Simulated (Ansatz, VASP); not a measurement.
In: VASP beside Ansatz

```xyz
3
Lattice="5.2639 0.0000 0.0000 -2.6319 4.5587 0.0000 0.0000 0.0000 3.2463" Properties=species:S:1:pos:R:3 pbc="T T T"
In    0.0000    0.0000    0.0000
In    0.0000    3.0391    1.6232
In    2.6319    1.5196    1.6232
```

Alike in both runs: task single point; functional LDA; k mesh 8 × 8 × 11; occupations fermi-dirac, width 0.1 eV; no spin polarisation.

|  | VASP | Ansatz |
| --- | --- | --- |
| version | VASP 6.6.1 | Ansatz 0.2.0 |
| potentials or method | VASP PAW LDA potentials, release 64 (In_d) | plane waves (420 eV) with PAW, scalar-relativistic |
| plane-wave cutoff (eV) | 520 | 420 |
| valence electrons in the cell | 39 | 39 |

Ansatz gave:

```
pressure (GPa)                                  : -1.7
largest component of the traceless stress (GPa) : 0.12
```

Q: Which values does VASP return?

A: Pressure (GPa): -1.6; largest component of the traceless stress (GPa): 0.12.

Ansatz warned: «pseudo_functional_mismatch».
